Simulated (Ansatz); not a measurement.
**KF: stiffness from a series of strains**

```yaml
crystal:
  lattice:
    - [0.00000, 2.67350, 2.67350]
    - [2.67350, 0.00000, 2.67350]
    - [2.67350, 2.67350, 0.00000]
  atoms:
    - { symbol: K, position: [0.00000, 0.00000, 0.00000] }
    - { symbol: F, position: [0.50000, 0.50000, 0.50000] }
```

Atom numbers follow the list: K1, F2.

The conventional cell has a = 5.347 Å, b = 5.347 Å, c = 5.347 Å, α = 90.00°, β = 90.00°, γ = 90.00°. K (atom 1) is surrounded by 6 F at 2.67 Å. F (atom 2) is surrounded by 6 K at 2.67 Å.

The cell is COD entry 9008652, as deposited and not checked against the literature; nothing was relaxed.

The calculation used DFT, PBEsol, all-electron LAPW, scalar-relativistic in Ansatz 0.2.0.

Numerical set-up: a Γ-centred 9×9×9 k mesh, Fermi–Dirac smearing of 0.01 eV, basis error target 1 meV/atom, no spin polarisation.

The strain is applied along the Cartesian axes of the cell as listed (the other components stay zero). Fractional coordinates are held (clamped ions).

σ is the change of stress from the unstrained cell, which is at -0.72 GPa; tension is positive, so slopes are stress–strain coefficients at that pressure.

Only quantities that a quadratic follows smoothly over the whole series are listed; rougher ones are left out.

```csv
εzz,σzz (GPa),σxx (GPa)
-0.0200,-1.43,-0.29
-0.0100,-0.66,-0.14
0.0000,0.00,0.00
0.0200,1.06,0.26
```

Task: Fit the series and read off the stiffness at zero strain.

Result: Least-squares fits y = p0 + p1 x + p2 x² to the rows give σzz (GPa): p1 = 62.2, p2 = -470; σxx (GPa): p1 = 13.7, p2 = -39. So C11 = 62 GPa and C12 = 14 GPa, which gives B = (C11 + 2 C12)/3 = 30 GPa.

Task: One run, at εzz = 0.0100, is withheld. Predict its row.

Result: The fits give 0.58, 0.13; the run gave 0.57, 0.13.
